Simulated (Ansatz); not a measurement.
Born–Oppenheimer molecular dynamics of a periodic cell of 16 atoms, WC (start crystal WC, start structure P-6m2, volume 1.05 times the crystal's). It goes on from the last frame of an earlier run, with new velocities.

Theory: DFT PBE, scalar-relativistic, plane waves, PAW (Ansatz). Settings: accuracy low, PAW set soft_1, cutoff 420 eV, k mesh 3x3x3, fermi-dirac smearing 0.36 eV, no spin polarisation.

```json
{
  "ensemble": "NVT, Langevin thermostat",
  "time step": "1.12 fs",
  "steps asked": "200",
  "set temperature": "3360 K",
  "friction": "0.02 /fs",
  "temperature schedule": "150 steps to 300 K, then 50 steps to 300 K",
  "seed": "896190"
}
```

Frames 1.12 fs apart, positions in Å, forces in eV/Å.

Velocities at 22.4 fs (Å/ps):

```
W 0.35 -1.66 -5.50
C -22.29 -15.52 22.60
W 6.17 -1.43 5.35
C -1.09 11.74 -12.56
W -6.49 5.95 3.66
C -10.21 19.61 18.66
W -3.62 -0.78 -5.64
C 6.40 4.23 -3.73
W 5.02 -0.60 -1.73
C -0.90 16.73 -16.70
W -2.92 -1.79 0.84
C 6.75 -18.12 8.44
W -5.22 1.29 -4.03
C 16.58 13.14 0.16
W 0.41 -2.08 4.94
C 15.16 5.44 -14.92
```

```xyz
16
Lattice="-2.9390 -5.0905 0.0000 4.4085 -2.5453 0.0000 0.0000 0.0000 5.7524" Properties=species:S:1:pos:R:3:forces:R:3 time_fs=22.4 energy_less_start_eV=0.262 T=2949
W 0.185 -5.135 0.015 -4.69 -2.98 -0.76
C 1.361 -4.509 1.454 3.31 2.63 0.99
W 0.058 -4.880 3.018 -2.99 -5.95 -4.68
C 1.333 -4.215 4.238 3.83 1.09 1.89
W -1.493 -2.663 0.179 2.82 -0.97 -3.71
C 0.319 -1.845 1.377 -3.93 0.75 -1.07
W -1.478 -2.478 2.935 0.92 -0.55 -2.33
C -0.037 -1.837 4.424 0.82 0.14 -1.42
W 1.559 -2.869 0.074 0.04 5.27 -3.42
C 3.151 -1.810 1.406 -0.56 -0.29 -2.23
W 1.684 -2.535 2.664 -1.24 -0.78 5.81
C 3.164 -1.779 3.995 -1.67 1.24 2.71
W -0.003 -0.120 -0.252 2.04 0.94 3.88
C -1.397 -4.459 1.346 -0.28 1.20 -0.31
W 0.089 -0.193 2.715 1.71 1.96 0.84
C -1.570 -4.027 4.054 -0.13 -3.71 3.82
16
Lattice="-2.9390 -5.0905 0.0000 4.4085 -2.5453 0.0000 0.0000 0.0000 5.7524" Properties=species:S:1:pos:R:3:forces:R:3 time_fs=23.52 energy_less_start_eV=0.472 T=3017
W 0.186 -5.137 0.009 -4.61 -2.77 -0.67
C 1.337 -4.527 1.477 3.79 2.98 0.32
W 0.065 -4.881 3.023 -3.46 -6.24 -4.68
C 1.335 -4.202 4.224 3.92 1.07 2.20
W -1.500 -2.656 0.183 2.95 -1.00 -3.76
C 0.305 -1.820 1.396 -3.62 0.23 -1.50
W -1.483 -2.478 2.928 1.10 -0.37 -2.44
C -0.028 -1.833 4.418 0.75 0.08 -1.35
W 1.565 -2.869 0.072 -0.32 5.36 -3.00
C 3.148 -1.792 1.387 -0.58 -0.66 -1.79
W 1.681 -2.537 2.666 -1.12 -0.58 5.56
C 3.172 -1.799 4.007 -1.91 1.45 2.55
W -0.008 -0.119 -0.257 2.28 0.92 4.08
C -1.378 -4.446 1.349 -0.59 1.12 -0.24
W 0.090 -0.196 2.720 1.79 2.30 0.53
C -1.551 -4.018 4.041 -0.38 -3.87 4.19
16
Lattice="-2.9390 -5.0905 0.0000 4.4085 -2.5453 0.0000 0.0000 0.0000 5.7524" Properties=species:S:1:pos:R:3:forces:R:3 time_fs=24.64 energy_less_start_eV=0.665 T=2944
W 0.186 -5.138 0.002 -4.55 -2.54 -0.60
C 1.317 -4.541 1.496 4.17 3.26 -0.25
W 0.071 -4.882 3.027 -3.83 -6.45 -4.59
C 1.342 -4.189 4.214 3.90 0.96 2.38
W -1.508 -2.649 0.186 3.11 -1.07 -3.83
C 0.286 -1.791 1.412 -3.23 -0.38 -1.83
W -1.488 -2.479 2.920 1.28 -0.26 -2.47
C -0.020 -1.833 4.408 0.70 0.11 -1.24
W 1.571 -2.870 0.069 -0.65 5.54 -2.62
C 3.141 -1.774 1.366 -0.54 -1.02 -1.36
W 1.678 -2.539 2.668 -1.09 -0.34 5.23
C 3.178 -1.817 4.021 -2.15 1.63 2.32
W -0.014 -0.117 -0.262 2.52 0.82 4.28
C -1.360 -4.435 1.354 -0.86 1.09 -0.21
W 0.091 -0.197 2.725 1.81 2.67 0.34
C -1.530 -4.009 4.036 -0.59 -4.00 4.45
16
Lattice="-2.9390 -5.0905 0.0000 4.4085 -2.5453 0.0000 0.0000 0.0000 5.7524" Properties=species:S:1:pos:R:3:forces:R:3 time_fs=25.76 energy_less_start_eV=0.814 T=3239
W 0.185 -5.139 -0.004 -4.50 -2.29 -0.51
C 1.303 -4.550 1.509 4.42 3.45 -0.70
W 0.077 -4.882 3.033 -4.11 -6.59 -4.49
C 1.351 -4.177 4.208 3.83 0.80 2.44
W -1.518 -2.642 0.191 3.31 -1.20 -3.93
C 0.264 -1.763 1.424 -2.84 -0.98 -2.07
W -1.493 -2.481 2.913 1.44 -0.32 -2.36
C -0.013 -1.835 4.395 0.69 0.18 -1.11
W 1.577 -2.871 0.066 -0.95 5.76 -2.31
C 3.129 -1.755 1.342 -0.45 -1.38 -0.90
W 1.676 -2.541 2.670 -1.10 -0.09 4.89
C 3.185 -1.831 4.039 -2.42 1.77 1.96
W -0.020 -0.115 -0.267 2.77 0.66 4.49
C -1.343 -4.426 1.363 -1.09 1.11 -0.21
W 0.091 -0.200 2.729 1.79 3.05 0.26
C -1.508 -4.005 4.039 -0.79 -3.94 4.53
16
Lattice="-2.9390 -5.0905 0.0000 4.4085 -2.5453 0.0000 0.0000 0.0000 5.7524" Properties=species:S:1:pos:R:3:forces:R:3 time_fs=26.88 energy_less_start_eV=0.958 T=3054
W 0.184 -5.140 -0.011 -4.45 -2.03 -0.42
C 1.291 -4.554 1.521 4.62 3.59 -1.13
W 0.084 -4.882 3.038 -4.34 -6.72 -4.38
C 1.361 -4.162 4.202 3.73 0.59 2.46
W -1.528 -2.635 0.196 3.52 -1.34 -4.02
C 0.242 -1.743 1.433 -2.51 -1.43 -2.23
W -1.497 -2.481 2.905 1.59 -0.54 -2.12
C -0.008 -1.836 4.378 0.69 0.27 -0.95
W 1.585 -2.872 0.061 -1.22 5.99 -2.06
C 3.115 -1.736 1.315 -0.35 -1.74 -0.43
W 1.675 -2.541 2.671 -1.10 0.16 4.57
C 3.193 -1.841 4.060 -2.68 1.90 1.52
W -0.025 -0.114 -0.272 3.03 0.46 4.70
C -1.327 -4.420 1.377 -1.32 1.17 -0.27
W 0.092 -0.201 2.732 1.76 3.37 0.24
C -1.483 -4.005 4.048 -0.99 -3.71 4.50
16
Lattice="-2.9390 -5.0905 0.0000 4.4085 -2.5453 0.0000 0.0000 0.0000 5.7524" Properties=species:S:1:pos:R:3:forces:R:3 time_fs=28 energy_less_start_eV=1.057 T=2973
W 0.183 -5.139 -0.019 -4.40 -1.74 -0.30
C 1.283 -4.553 1.530 4.71 3.66 -1.49
W 0.091 -4.880 3.043 -4.43 -6.77 -4.27
C 1.374 -4.143 4.197 3.53 0.24 2.35
W -1.537 -2.630 0.200 3.72 -1.45 -4.11
C 0.220 -1.729 1.438 -2.23 -1.74 -2.30
W -1.501 -2.480 2.897 1.77 -0.85 -1.78
C -0.002 -1.833 4.359 0.67 0.33 -0.80
W 1.593 -2.873 0.058 -1.45 6.24 -1.85
C 3.098 -1.715 1.288 -0.23 -2.10 0.03
W 1.673 -2.542 2.674 -1.14 0.43 4.27
C 3.197 -1.848 4.083 -2.88 2.01 1.03
W -0.030 -0.111 -0.276 3.31 0.24 4.90
C -1.312 -4.413 1.393 -1.50 1.23 -0.34
W 0.093 -0.202 2.734 1.70 3.62 0.25
C -1.460 -4.010 4.060 -1.18 -3.35 4.39
16
Lattice="-2.9390 -5.0905 0.0000 4.4085 -2.5453 0.0000 0.0000 0.0000 5.7524" Properties=species:S:1:pos:R:3:forces:R:3 time_fs=29.12 energy_less_start_eV=1.074 T=3229
W 0.182 -5.138 -0.026 -4.35 -1.44 -0.14
C 1.284 -4.551 1.537 4.59 3.68 -1.72
W 0.096 -4.880 3.049 -4.27 -6.68 -4.16
C 1.390 -4.118 4.199 3.17 -0.34 1.97
W -1.545 -2.625 0.203 3.94 -1.58 -4.23
C 0.196 -1.718 1.439 -1.96 -1.94 -2.25
W -1.506 -2.480 2.888 2.00 -1.23 -1.31
C 0.008 -1.829 4.340 0.62 0.35 -0.68
W 1.602 -2.875 0.055 -1.68 6.58 -1.64
C 3.079 -1.697 1.263 -0.08 -2.39 0.46
W 1.672 -2.544 2.677 -1.20 0.71 3.98
C 3.198 -1.855 4.108 -3.04 2.13 0.50
W -0.035 -0.110 -0.278 3.61 0.03 5.11
C -1.300 -4.402 1.411 -1.62 1.21 -0.39
W 0.092 -0.203 2.738 1.66 3.79 0.28
C -1.436 -4.019 4.077 -1.39 -2.88 4.21
16
Lattice="-2.9390 -5.0905 0.0000 4.4085 -2.5453 0.0000 0.0000 0.0000 5.7524" Properties=species:S:1:pos:R:3:forces:R:3 time_fs=30.24 energy_less_start_eV=1.095 T=2993
W 0.180 -5.138 -0.034 -4.31 -1.14 0.03
C 1.288 -4.546 1.542 4.37 3.68 -1.88
W 0.101 -4.879 3.054 -3.98 -6.53 -4.11
C 1.407 -4.093 4.206 2.76 -1.05 1.46
W -1.554 -2.620 0.206 4.16 -1.74 -4.36
C 0.171 -1.710 1.433 -1.68 -2.04 -2.09
W -1.512 -2.479 2.880 2.28 -1.67 -0.77
C 0.019 -1.825 4.321 0.55 0.38 -0.59
W 1.610 -2.878 0.052 -1.90 6.97 -1.39
C 3.061 -1.681 1.239 0.03 -2.64 0.87
W 1.671 -2.546 2.680 -1.28 1.01 3.67
C 3.196 -1.862 4.129 -3.12 2.23 0.01
W -0.039 -0.109 -0.280 3.88 -0.16 5.29
C -1.289 -4.388 1.429 -1.71 1.13 -0.43
W 0.092 -0.205 2.741 1.62 3.91 0.29
C -1.408 -4.031 4.095 -1.67 -2.34 4.00
16
Lattice="-2.9390 -5.0905 0.0000 4.4085 -2.5453 0.0000 0.0000 0.0000 5.7524" Properties=species:S:1:pos:R:3:forces:R:3 time_fs=31.36 energy_less_start_eV=1.135 T=2782
W 0.179 -5.138 -0.040 -4.30 -0.84 0.14
C 1.291 -4.538 1.542 4.14 3.65 -1.89
W 0.105 -4.878 3.059 -3.66 -6.35 -4.11
C 1.426 -4.069 4.212 2.33 -1.77 0.93
W -1.562 -2.614 0.208 4.39 -1.92 -4.48
C 0.145 -1.704 1.427 -1.41 -2.05 -1.91
W -1.518 -2.477 2.872 2.55 -2.13 -0.24
C 0.027 -1.821 4.301 0.51 0.39 -0.49
W 1.617 -2.880 0.050 -2.10 7.37 -1.13
C 3.047 -1.664 1.216 0.09 -2.89 1.26
W 1.670 -2.547 2.684 -1.39 1.29 3.34
C 3.186 -1.866 4.148 -3.05 2.27 -0.41
W -0.043 -0.109 -0.282 4.09 -0.30 5.42
C -1.279 -4.376 1.446 -1.78 1.07 -0.48
W 0.093 -0.207 2.744 1.55 3.99 0.30
C -1.381 -4.046 4.117 -1.96 -1.78 3.76
16
Lattice="-2.9390 -5.0905 0.0000 4.4085 -2.5453 0.0000 0.0000 0.0000 5.7524" Properties=species:S:1:pos:R:3:forces:R:3 time_fs=32.48 energy_less_start_eV=1.142 T=3001
W 0.177 -5.138 -0.045 -4.28 -0.56 0.25
C 1.299 -4.528 1.541 3.81 3.61 -1.82
W 0.111 -4.879 3.063 -3.28 -6.05 -4.11
C 1.450 -4.043 4.221 1.80 -2.62 0.27
W -1.570 -2.608 0.210 4.62 -2.13 -4.62
C 0.118 -1.700 1.419 -1.14 -1.99 -1.69
W -1.524 -2.475 2.865 2.84 -2.58 0.30
C 0.031 -1.816 4.281 0.48 0.40 -0.38
W 1.623 -2.882 0.047 -2.27 7.83 -0.78
C 3.037 -1.650 1.199 0.12 -3.09 1.58
W 1.671 -2.549 2.688 -1.53 1.55 3.03
C 3.171 -1.871 4.166 -2.88 2.28 -0.76
W -0.048 -0.110 -0.284 4.27 -0.40 5.52
C -1.274 -4.363 1.464 -1.78 0.99 -0.53
W 0.094 -0.208 2.748 1.45 4.00 0.27
C -1.355 -4.065 4.142 -2.23 -1.24 3.47
16
Lattice="-2.9390 -5.0905 0.0000 4.4085 -2.5453 0.0000 0.0000 0.0000 5.7524" Properties=species:S:1:pos:R:3:forces:R:3 time_fs=33.6 energy_less_start_eV=1.134 T=3159
W 0.174 -5.138 -0.050 -4.22 -0.34 0.48
C 1.310 -4.518 1.540 3.33 3.53 -1.75
W 0.115 -4.882 3.066 -2.89 -5.62 -4.06
C 1.481 -4.017 4.234 1.17 -3.62 -0.59
W -1.579 -2.603 0.211 4.86 -2.36 -4.79
C 0.094 -1.698 1.409 -0.90 -1.85 -1.40
W -1.530 -2.474 2.857 3.18 -2.97 0.87
C 0.038 -1.810 4.260 0.44 0.37 -0.29
W 1.630 -2.883 0.043 -2.46 8.37 -0.29
C 3.029 -1.645 1.187 0.12 -3.11 1.80
W 1.671 -2.550 2.691 -1.67 1.76 2.76
C 3.156 -1.875 4.182 -2.72 2.34 -1.06
W -0.054 -0.111 -0.286 4.50 -0.51 5.62
C -1.275 -4.349 1.483 -1.69 0.85 -0.58
W 0.093 -0.207 2.753 1.37 3.94 0.16
C -1.331 -4.084 4.173 -2.44 -0.77 3.12
16
Lattice="-2.9390 -5.0905 0.0000 4.4085 -2.5453 0.0000 0.0000 0.0000 5.7524" Properties=species:S:1:pos:R:3:forces:R:3 time_fs=34.72 energy_less_start_eV=1.164 T=3205
W 0.170 -5.138 -0.056 -4.10 -0.17 0.81
C 1.326 -4.510 1.540 2.74 3.47 -1.68
W 0.118 -4.885 3.069 -2.58 -5.13 -4.00
C 1.514 -3.993 4.252 0.60 -4.64 -1.54
W -1.587 -2.596 0.213 5.12 -2.63 -4.98
C 0.072 -1.699 1.399 -0.69 -1.66 -1.12
W -1.536 -2.473 2.850 3.54 -3.29 1.46
C 0.048 -1.803 4.240 0.37 0.32 -0.21
W 1.637 -2.883 0.038 -2.68 8.93 0.28
C 3.026 -1.643 1.179 0.10 -3.05 1.95
W 1.670 -2.551 2.694 -1.78 1.90 2.54
C 3.141 -1.879 4.196 -2.56 2.39 -1.31
W -0.060 -0.111 -0.287 4.76 -0.60 5.72
C -1.277 -4.335 1.499 -1.58 0.68 -0.58
W 0.092 -0.207 2.757 1.31 3.87 0.01
C -1.309 -4.103 4.212 -2.57 -0.38 2.64
```

Of the whole run (224 fs, mean temperature of the second half 1190 K): The schedule's set-point averaged 558 K over the second half and the system 1190 K, so it lags behind the ramp. A run of 0.22 ps of so small a system gives no equilibrium averages. Limits of this set-up: coarse k mesh, low accuracy level.

The run took 35 min on 2 threads of Arm Neoverse V1 (shared host), peak memory 0.81 GiB.
